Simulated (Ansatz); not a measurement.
What moves the field gradients of AgCl?

Cell of run 1: a structure deposited in the COD (listed for 8.6 GPa).

```
CELL_PARAMETERS angstrom
3.53000 0.00000 0.00000
0.00000 4.01100 0.00000
-0.97255 0.00000 5.15201
ATOMIC_POSITIONS crystal
Ag 0.15700 0.25000 0.21000
Ag 0.84300 0.75000 0.79000
Cl 0.30800 0.25000 0.70500
Cl 0.69200 0.75000 0.29500
```

Atoms are numbered from 1 in the order listed; like atoms form one site, named after its first atom.

Relaxed positions (PBE, cell held):

```
CELL_PARAMETERS angstrom
3.53000 0.00000 0.00000
0.00000 4.01100 0.00000
-0.97255 0.00000 5.15201
ATOMIC_POSITIONS crystal
Ag 0.13515 0.25000 0.20186
Ag 0.86485 0.75000 0.79814
Cl 0.33349 0.25000 0.72616
Cl 0.66651 0.75000 0.27384
```

All runs are DFT with Ansatz 0.2.0 (plane waves and PAW, scalar-relativistic unless spin–orbit coupling is named, Γ-centred meshes, Fermi–Dirac smearing where given) in this cell.

Run 1: PBE, atoms as given; 420 eV, 10×8×7 k-points, smearing 0.01 eV.
Run 2: r2SCAN, atoms as given; 500 eV, 10×8×7 k-points, smearing 0.01 eV.
Run 3: PBE, atoms relaxed; 420 eV, 10×8×7 k-points, smearing 0.01 eV.
Run 4: r2SCAN, at the relaxed atoms; 500 eV, 10×8×7 k-points, smearing 0.01 eV.
Run 5: r2SCAN, atoms relaxed; 500 eV, 10×8×7 k-points, smearing 0.01 eV.

| run | Ag V_zz (η) | Cl V_zz (η) |
| --- | --- | --- |
| 1 | 2.07 (0.08) | -4.19 (0.54) |
| 2 | 2.45 (0.16) | -3.79 (0.50) |
| 3 | ? | ? |
| 4 | 2.76 (0.15) | -3.51 (0.07) |
| 5 | 2.79 (0.17) | -3.52 (0.06) |

V_zz in 10²¹ V/m².

(1) Estimate the row of run 3.

Answers

(1) Ag: 2.33 (0.25); Cl: -3.91 (0.14). It lies nearest to run 4, from whose tensors on these sites it differs by 0.43 at most (largest principal value of the difference, on Ag). Taken one at a time, the positions of the atoms (as given or relaxed) move the tensors on these sites by up to 2.41 (largest principal value of the change, on Cl), the functional (r2SCAN with its higher cutoff) by 0.43 (Ag).

Without spin–orbit coupling (the program notes it for Ag) the gradients can shift somewhat, as the gap is small. Without spin–orbit coupling (the program notes it for Ag) the gradients are little affected as a rule: paired runs on crystals with a gap mostly move them by under 2 % at such atoms. In runs 1, 2 the atoms aren't at the calculated equilibrium (largest force 0.88, 0.97 eV/Å). The cell isn't the equilibrium one in runs 1, 2, 3, 4, 5 (calculated pressure 10, 9, 10, 8, 8 GPa), and the entry's cell may itself be off.
